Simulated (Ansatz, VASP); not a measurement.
**K in VASP and in Ansatz**

```
K
1.0
     4.33262    0.00000    0.00000
    -2.16631    3.75216    0.00000
     0.00000    0.00000    4.05370
K
1
Direct
  0.00000 0.00000 0.00000
```

Alike in both runs: functional LDA; k mesh 10 × 10 × 10; occupations fermi-dirac, width 0.05 eV; no spin polarisation.

Ansatz relaxed the structure, and its values are those at the end. VASP's run is a single point on that final structure, the one shown.

|  | VASP | Ansatz |
| --- | --- | --- |
| version | VASP 6.6.1 | Ansatz 0.2.0 |
| potentials or method | VASP PAW LDA potentials, release 64 (K_sv) | PAW with Ansatz's default frozen-core files, scalar-relativistic |
| plane-wave cutoff (eV) | 520 | 420 |
| valence electrons in the cell | 9 | 9 |

|  | VASP | Ansatz | Ansatz less VASP |
| --- | --- | --- | --- |
| pressure (GPa) | 0.0 | 0.0 | +0.02 |
